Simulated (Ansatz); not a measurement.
# SiC: a trigonal deformation path

One table from this session's results is given with a row withheld; the runs are named, their logs left out.

The COD entry's cell or inner coordinates are ideal or old and differ from later refinements, so a difference from it is no clean test against experiment.

Computed with Ansatz 0.2.0 (DFT r2SCAN, scalar-relativistic, plane waves, PAW, unless a step's input says otherwise).

## The starting structure

The structure is cubic, space group F-43m (No. 216). Conventional cell: a = 4.348 Å, b = 4.348 Å, c = 4.348 Å, α = 90.00°, β = 90.00°, γ = 90.00°. Si (site symmetry -43m) has 4 C at 1.88 Å as nearest neighbours. C (site symmetry -43m) has 4 Si at 1.88 Å as nearest neighbours.

Coordinates:

```cif
data_structure
_symmetry_space_group_name_H-M 'F-43m'
_symmetry_Int_Tables_number 216
_cell_length_a 4.3480
_cell_length_b 4.3480
_cell_length_c 4.3480
_cell_angle_alpha 90.000
_cell_angle_beta 90.000
_cell_angle_gamma 90.000
_cell_volume 82.20
loop_
_atom_site_label
_atom_site_type_symbol
_atom_site_symmetry_multiplicity
_atom_site_Wyckoff_symbol
_atom_site_fract_x
_atom_site_fract_y
_atom_site_fract_z
_atom_site_occupancy
Si1 Si 4 a 0.00000 0.00000 0.00000 1
C1 C 4 c 0.25000 0.25000 0.25000 1
```

No relaxation comes first: the listed cell is the starting point.

Set-up of the first run:

At fixed volume and fractional coordinates, lengths along (0.577, 0.577, 0.577) are scaled against those across it; ρ is that ratio over its starting value.

input.yaml reads:

```yaml
crystal:
  lattice:
    - [-0.9130227875, 1.826045575, 1.826045575]
    - [1.826045575, -0.9130227875, 1.826045575]
    - [1.826045575, 1.826045575, -0.9130227875]
  atoms:
    - { symbol: Si, position: [0.0, 0.0, 0.0] }
    - { symbol: C, position: [0.75, 0.75, 0.75] }
basis:
  ecutwfc: 500
kpoints:
  mp_grid: { grid: [12, 12, 12] }
hamiltonian:
  xc: r2scan
scf:
  occupations: { method: gaussian, width: 0.05 }
output:
  forces: true
  stress: true
  eigenvalues: true
```

The run is started by

```bash
$ ansatz run input.yaml --threads 1 --pin off --max-ram 1228MiB --backend cpu --events-out ev --progress --plain --runs-dir out
```

Among the steps run: Point ρ = 0.500; Point ρ = 2.000; ρ = 0.710.

One table of the session follows, with a row left open; its other results are not shown here.

| ρ | ΔE (meV/atom) | pressure (GPa) | gap on the mesh (eV) |
| --- | --- | --- | --- |
| 0.500 | 8222.5 | 193.5 | 0.00 |
| 0.710 | ? | ? | ? |
| 1.000 | 0.0 | 1.3 | 1.71 |
| 2.000 | 3078.3 | 73.1 | 0.00 |

**Question.** Estimate the row for ρ = 0.710.

Worked estimate for «ΔE (meV/atom)». A straight line through the neighbours (0.500, 8222.5) and (1.000, 0.0) gives 8222.5 + (0.0 − 8222.5) × (0.710 − 0.500) / (1.000 − 0.500) = 4769.1; a parabola fitted to 3 rows on both sides gives 3976.4.

**Answer.** ΔE (meV/atom): 1719.1; pressure (GPa): 46.1; gap on the mesh (eV): 0.44. In «ΔE (meV/atom)» the line misses by +3050.0 and the parabola by +2257.3.

Where the gap reads zero, the mesh chosen for the insulator is on the coarse side.
